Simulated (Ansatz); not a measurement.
# Al (Fm-3m) in Ansatz: settings compared

Aim: see how the results for Al move with the level of theory and the settings. Levels: PBE, BLYP, RPBE. Tasks: single point, relaxation of cell and atoms.

Everything below comes from runs of Ansatz 0.2.0. Logs are shortened: lines on timing, memory, paths and dates and some standing lists are left out, and cuts for length are marked.

## (1) The crystal as given

The structure is cubic, space group Fm-3m (No. 225). Conventional cell: a = 4.050 Å, b = 4.050 Å, c = 4.050 Å, α = 90.00°, β = 90.00°, γ = 90.00°. Around Al (site symmetry m-3m) lie 12 Al at 2.86 Å.

## (2) Single point, PBE

input.yaml reads:

```yaml
crystal:
  lattice:
    - [0.0, 2.024805, 2.024805]
    - [2.024805, 0.0, 2.024805]
    - [2.024805, 2.024805, 0.0]
  atoms:
    - { symbol: Al, position: [0.0, 0.0, 0.0] }
kpoints:
  mp_grid: { grid: [11, 11, 11] }
scf:
  occupations: { method: gaussian, width: 0.025 }
hamiltonian:
  xc: pbe
  pseudopotentials: { kind: all_electron, lapw: { basis_error: 0.001 } }
output:
  forces: true
  stress: true
  eigenvalues: true
```

Potentials or basis: all-electron LAPW, scalar-relativistic.

Command:

```
$ ansatz run input.yaml --threads 1 --pin off --max-ram 3072MiB --backend cpu --events-out ev --progress --plain --runs-dir out
```

The program printed:

```text
Warning: RAYON_NUM_THREADS=1 ignored (pool sized by the plan → 1); use --threads N
LAPW: plane waves up to 5.846 Å⁻¹, error target 1.0e-3 eV per atom; small_component_spin mean_spin; Al in spheres of 1.432 Å, 11 of its electrons in bands, Dirac shells [] (how accurate: hamiltonian.pseudopotentials.lapw.basis_error, Limitations)
Engine: ansatz 0.2.0, aarch64-unknown-linux-gnu
Pseudopotentials: kind: all_electron
Pseudopotential: Al, LAPW, valence charge 11, lapw/all_electron/scalar/gaussian/Al, Koelling and Harmon's equation, gaussian nucleus
Functional definition: PBE
  parameter kappa = 0.804
  parameter beta = 0.06672455060314922
  exchange = pbe_x(kappa = kappa, mu = beta*pi^2/3)
  correlation = pbe_c(beta = beta)
Crystal: 1 atoms, lattice volume = 16.603 Å³
Basis set: ecut = 130.19315883582428 eV, 59 PW (Γ), exchange–correlation at level 2
Bands: 10, of which v1, the nominal top of the filled ones, is band 6 counted from 1 (5 counted from 0)
Symmetry: 48 space group operations
Space group: Fm-3m (ITA 225), of the structure as read, at distance tolerance 2.6e-5 Å
k-points: 56 of 1331
Non-local potential: Al, projectors of the file, none
Initial density: superposition of atomic densities (chi_scale 0.1, normalization cell)
Initial wavefunctions: plane waves of lowest kinetic energy (no species holds an atomic orbital)
Functional: x = pbe(κ = 0.804, μ = 0.2195149727645171), c = pbe(β = 0.06672455060314922)
iter 1 solved again at ethr=9.64e-5 eV; its pass at ethr=1.00e-1 eV (dr2=1.06e-2 eV) is discarded
SCF iter   1: F=—  HF=-6607.555077 eV  |F-HF|=—  |Δ(HF+E_count)|=         —  Δρ=1.08e-2  dr2=1.07e-2  ethr=9.64e-5  ⟨swp⟩=3.2  Hψ=4297  notcnv=0
preconditioner: auto → none  [insulator: Δε(μ)=0.045 eV  Ē_g=13.200 eV  σ=0.025 eV  W_gap=0.77  n_scr=0 (ndim 8)  ℏωp=15.8 eV  f_vac=0.000  D(μ)=1.28/eV (n_scr^D=14)  ε∞_Penn≈2.4]
SCF iter   2: F=—  HF=-6607.534827 eV  |F-HF|=—  |Δ(HF+E_count)|=   2.03e-2  Δρ=5.16e-3  dr2=2.48e-3  ethr=9.64e-5  ⟨swp⟩=2.0  Hψ=1734  notcnv=0
iter 3 solved again at ethr=1.14e-7 eV; its pass at ethr=2.25e-5 eV (dr2=1.25e-5 eV) is discarded
SCF iter   3: F=—  HF=-6607.530326 eV  |F-HF|=—  |Δ(HF+E_count)|=   4.50e-3  Δρ=3.12e-4  dr2=1.25e-5  ethr=1.14e-7  ⟨swp⟩=2.0  Hψ=2757  notcnv=0
SCF iter   4: F=—  HF=-6607.530307 eV  |F-HF|=—  |Δ(HF+E_count)|=   1.88e-5  Δρ=8.08e-5  dr2=1.09e-6  ethr=1.14e-7  ⟨swp⟩=2.0  Hψ=1538  notcnv=0
SCF iter   5: F=-6607.530307 eV  HF=-6607.530307 eV  |F-HF|=1.62e-9  |Δ(HF+E_count)|=   2.27e-8  Δρ=2.41e-6  dr2=5.37e-10  ethr=9.93e-9  ⟨swp⟩=2.0  Hψ=1538  notcnv=0
SCF 1 converged in 5 iterations: F = -6607.530307 eV  dr2 = 5.37e-10
SCF converged after 5 iterations
Free energy (F): -6607.530307 eV
Harris-Foulkes:  -6607.530307 eV  (|F-HF|=1.62e-9)
Internal energy: -6607.529725 eV  (E = F + TS)
E sigma→0 (E₀):  -6607.530016 eV
Entropy (-TS):   -0.000582 eV (-0.582 meV/atom)
Fermi energy:    9.764801 eV
--- Per-component energies (eV) ---
  E_band       = -502.388522
  E_kinetic    = 6620.893380
  E_xc         = -507.137434
  E_electrostatic = -12721.285671  (all electrons and nuclei)
  E_smearing   = -0.000582  (= −TS)
  E_closure    = 0.000000  (closes the sum)
  E_atoms      = -6603.782923  (free atoms, spherical and without spin; not in F)
  Σ components = -6607.530307   (vs F -6607.530307, Δ=0.00e0)
  Basis errors (estimates in eV, not in F): energy 3.0e-4 per atom: plane waves 2.7e-4 (1.4e-4 summed), levels above the bands 0.0e0, relativity 1.0e-8, radial functions 2.8e-5, core shells 1.7e-16; eigenvalues (radial functions only) 5.7e-5; not estimated: angular momenta, meshes, grids; target (lapw.basis_error) 1.0e-3; muffin-tin radii Al 1.432 Å
--- Forces (eV/Å), atoms counted from 1 ---
  atom   1  Al    -0.00000000    -0.00000000    -0.00000000
  max |Σ_I F_I| component: 2.57e-32 eV/Å
--- Stress (GPa, compression-positive) ---
       -0.483263       0.000000       0.000000
        0.000000      -0.483263       0.000000
        0.000000       0.000000      -0.483263
  P = ⅓ Tr σ = -0.4833 GPa (-4.833 kbar)
--- Band table (eV; the first three rows and the last of 56) ---
  k-point 0: bands = ["-93.7033", "-55.1560", "-55.1560", "-55.1560", "-1.3473", "22.3183", "22.3183", "22.3183", "23.7745", "23.7745"]
  k-point 1: bands = ["-93.7031", "-55.1577", "-55.1563", "-55.1563", "-1.1235", "19.4047", "21.6745", "21.6745", "24.4478", "24.7551"]
  k-point 2: bands = ["-93.7025", "-55.1624", "-55.1570", "-55.1570", "-0.4542", "15.7642", "20.9432", "20.9432", "24.2160", "25.5721"]
  k-point 55: bands = ["-93.6998", "-55.1713", "-55.1701", "-55.1641", "8.3591", "8.6139", "10.0168", "11.8938", "23.6137", "26.4458"]
```

Wall time 1.5 s (1 thread of Arm Neoverse V1, shared host); peak memory 0.19 GiB.

What came out:

```yaml
Free_energy: -6607.5303 eV
Pressure: -0.5 GPa
Band_gap_on_the_k_mesh: none (metal or under the smearing width)
```

## (3) Relaxation of cell and atoms, BLYP

input.yaml: that of step 2 with these lines changed.

```diff
@@ -10,5 +10,5 @@
 scf:
-  occupations: { method: gaussian, width: 0.025 }
+  occupations: { method: fermi_dirac, width: 0.05 }
 hamiltonian:
-  xc: pbe
+  xc: blyp
   pseudopotentials: { kind: all_electron, lapw: { basis_error: 0.001 } }
@@ -17,2 +17,5 @@
   stress: true
-  eigenvalues: true
+relax:
+  f_tol: 0.005
+  max_steps: 60
+  cell: {}
```

Potentials or basis: all-electron LAPW, scalar-relativistic.

Command:

```
$ ansatz run input.yaml --threads 1 --pin off --max-ram 3072MiB --backend cpu --events-out ev --progress --plain --runs-dir out
```

The program printed:

```text
Warning: RAYON_NUM_THREADS=1 ignored (pool sized by the plan → 1); use --threads N
The last accepted step is kept in <dir> (removed where the run ends without a failure and the disk answers)
LAPW: plane waves up to 6.154 Å⁻¹, error target 1.0e-3 eV per atom; small_component_spin mean_spin; Al in spheres of 1.389 Å, 11 of its electrons in bands, Dirac shells [] (how accurate: hamiltonian.pseudopotentials.lapw.basis_error, Limitations)
[... 3 set-up lines as earlier in the session ...]
Functional definition: BLYP
  parameter beta = 0.0042
  parameter a = 0.04918
  parameter b = 0.132
  parameter c = 0.2533
  parameter d = 0.349
  exchange = b88_x(beta = beta)
  correlation = lyp_c(a = a, b = b, c = c, d = d)
Crystal: 1 atoms, lattice volume = 16.603 Å³
Basis set: ecut = 144.26851734405352 eV, 59 PW (Γ), exchange–correlation at level 2
Bands: 10, of which v1, the nominal top of the filled ones, is band 6 counted from 1 (5 counted from 0)
[... 2 set-up lines as earlier in the session ...]
k-points: 56 of 1331
[... 3 set-up lines as earlier in the session ...]
Functional: x = b88, c = lyp
iter 1 solved again at ethr=1.10e-4 eV; its pass at ethr=1.00e-1 eV (dr2=1.21e-2 eV) is discarded
SCF iter   1: F=—  HF=-6610.534170 eV  |F-HF|=—  |Δ(HF+E_count)|=         —  Δρ=1.11e-2  dr2=1.22e-2  ethr=1.10e-4  ⟨swp⟩=3.1  Hψ=4253  notcnv=0
preconditioner: auto → none  [insulator: Δε(μ)=0.252 eV  Ē_g=13.122 eV  σ=0.050 eV  W_gap=0.53  n_scr=0 (ndim 8)  ℏωp=15.8 eV  f_vac=0.000  D(μ)=0.56/eV (n_scr^D=0)  ε∞_Penn≈2.4]
SCF iter   2: F=—  HF=-6610.529769 eV  |F-HF|=—  |Δ(HF+E_count)|=   4.40e-3  Δρ=5.86e-3  dr2=3.53e-3  ethr=1.10e-4  ⟨swp⟩=2.0  Hψ=1762  notcnv=0
iter 3 solved again at ethr=5.39e-7 eV; its pass at ethr=3.21e-5 eV (dr2=5.93e-5 eV) is discarded
SCF iter   3: F=—  HF=-6610.531381 eV  |F-HF|=—  |Δ(HF+E_count)|=   1.61e-3  Δρ=6.55e-4  dr2=5.92e-5  ethr=5.39e-7  ⟨swp⟩=2.0  Hψ=2958  notcnv=0
SCF iter   4: F=—  HF=-6610.531413 eV  |F-HF|=—  |Δ(HF+E_count)|=   3.21e-5  Δρ=1.99e-4  dr2=6.42e-6  ethr=5.38e-7  ⟨swp⟩=2.1  Hψ=1540  notcnv=0
[... 20 lines left out ...]
preconditioner: auto → none  [insulator: Δε(μ)=0.251 eV  Ē_g=12.734 eV  σ=0.050 eV  W_gap=0.52  n_scr=0 (ndim 8)  ℏωp=15.4 eV  f_vac=0.000  D(μ)=0.55/eV (n_scr^D=0)  ε∞_Penn≈2.5]
SCF iter   2: F=-6610.538396 eV  HF=-6610.538396 eV  |F-HF|=7.15e-9  |Δ(HF+E_count)|=   9.42e-9  Δρ=5.53e-6  dr2=3.36e-9  ethr=8.89e-11  ⟨swp⟩=2.6  Hψ=1579  notcnv=0
SCF 3 converged in 2 iterations: F = -6610.538396 eV  dr2 = 3.36e-9
relax step   3: F+E_penalty+E_count = -6610.53839642 eV  Δ(F+E_penalty+E_count) = -7.564e-6 eV  max|allowed force component| = 0.000e0 eV/Å  Δτ_max = 0.0000 Å  P = +0.009 GPa  Ω = 17.380 Å³  (2 SCF iters, accepted)
iter 1 solved again at ethr=3.06e-11 eV; its pass at ethr=1.00e-1 eV (dr2=3.36e-9 eV) is discarded
SCF iter   1: F=—  HF=-6610.538396 eV  |F-HF|=—  |Δ(HF+E_count)|=         —  Δρ=5.53e-6  dr2=3.36e-9  ethr=3.06e-11  ⟨swp⟩=3.0  Hψ=3080  notcnv=0
SCF iter   2: F=-6610.538396 eV  HF=-6610.538396 eV  |F-HF|=2.76e-9  |Δ(HF+E_count)|=  8.93e-10  Δρ=3.20e-6  dr2=1.13e-9  ethr=3.06e-11  ⟨swp⟩=2.7  Hψ=1590  notcnv=0
SCF 4 converged in 2 iterations: F = -6610.538396 eV  dr2 = 1.13e-9
relax step   4: F+E_penalty+E_count = -6610.53839587 eV  Δ(F+E_penalty+E_count) = +5.491e-7 eV  max|allowed force component| = 0.000e0 eV/Å  Δτ_max = 0.0000 Å  P = +0.009 GPa  Ω = 17.380 Å³  stress off target by 8.66e-3 GPa  SCF on the basis re-selected at this cell (its energy is not comparable with the rows above)  (2 SCF iters)
basis re-selected at this cell: Δ(F+E_penalty+E_count) = +5.491e-7 eV, ΔP = +0.000 GPa vs the last step (what re-selecting the basis moved, after the strain that the cell walked since its last selection, with what the two solves' SCF thresholds leave and, on support functions, any second-order correction that the steps lacked; it is no measure of the basis error at this ecutwfc). This SCF's stress stands 8.66e-3 GPa from its target on what of the cell is left free (relax.cell.stress_tol is 5.00e-2 GPa) and its largest allowed force component is 0.00e0 eV/Å (relax.f_tol is 5.00e-3 eV/Å): within both
SCF converged after 2 iterations
Free energy (F): -6610.538396 eV
Harris-Foulkes:  -6610.538396 eV  (|F-HF|=2.76e-9)
Internal energy: -6610.534329 eV  (E = F + TS)
E sigma→0 (E₀):  -6610.536363 eV
Entropy (-TS):   -0.004067 eV (-4.067 meV/atom)
Fermi energy:    9.682330 eV
--- Per-component energies (eV) ---
  E_band       = -505.528127
  E_kinetic    = 6625.447154
  E_xc         = -510.000074
  E_electrostatic = -12725.981409  (all electrons and nuclei)
  E_smearing   = -0.004067  (= −TS)
  E_closure    = 0.000000  (closes the sum)
  E_atoms      = -6607.887694  (free atoms, spherical and without spin; not in F)
  Σ components = -6610.538396   (vs F -6610.538396, Δ=0.00e0)
  Basis errors (estimates in eV, not in F): energy 2.5e-4 per atom: plane waves 2.4e-4 (1.3e-4 summed), levels above the bands 1.6e-76, relativity 1.6e-8, radial functions 8.3e-6, core shells 1.2e-16; eigenvalues (radial functions only) 1.6e-5; not estimated: angular momenta, meshes, grids; target (lapw.basis_error) 1.0e-3; muffin-tin radii Al 1.410 Å
--- Forces (eV/Å), atoms counted from 1 ---
  atom   1  Al     0.00000000     0.00000000     0.00000000
  max |Σ_I F_I| component: 8.22e-32 eV/Å
--- Stress (GPa, compression-positive) ---
        0.008664       0.000000       0.000000
        0.000000       0.008664       0.000000
        0.000000       0.000000       0.008664
  P = ⅓ Tr σ = 0.0087 GPa (0.087 kbar)
--- Relaxed structure (3 steps of the walk, 3 accepted, 1 SCFs on fresh bases) ---
  F+E_penalty+E_count = -6610.53839587 eV   max|allowed force component| = 0.000e0 eV/Å   (the final SCF, on the basis selected at the relaxed cell)
  cell:  # Å, volume = 17.3796 Å³
    - [4.764172850757377e-33, 2.0559047323737563, 2.0559047323737563]
    - [2.0559047323737563, 3.84700588483617e-33, 2.0559047323737563]
    - [2.0559047323737563, 2.0559047323737563, 1.3247967285528534e-33]
  atoms:
    - { symbol: Al, position: [0.0, 0.0, 0.0] }
```

Run time: 3.5 s. Hardware: 1 thread of Arm Neoverse V1, shared host; peak memory 0.2 GiB.

What came out:

```yaml
Free_energy: -6610.5384 eV
Relaxed_volume: 17.38 Å³/atom
Relaxed_cell: a = 2.907 Å, b = 2.907 Å, c = 2.907 Å, α = 60.00°, β = 60.00°, γ = 60.00°
Space_group_after_relaxing_to_0.05_Å: Fm-3m (No. 225)
Energy_gained_by_relaxing: 7.0 meV/atom
Ionic_steps: 4
Pressure_after_relaxing: 0.0 GPa
```

Step by step:
| step | energy change (eV) | largest force (eV/Å) | volume (Å³) |
| --- | --- | --- | --- |
| 1 | 0.0000 | 0.0000 | 16.60 |
| 2 | -0.0070 | 0.0000 | 17.36 |
| 3 | -0.0070 | 0.0000 | 17.38 |
| 4 | -0.0070 | 0.0000 | 17.38 |

Final structure:
```
CELL_PARAMETERS angstrom
0.00000 2.05590 2.05590
2.05590 0.00000 2.05590
2.05590 2.05590 0.00000
ATOMIC_POSITIONS crystal
Al 0.00000 0.00000 0.00000
```

[end of part 1 of 2]
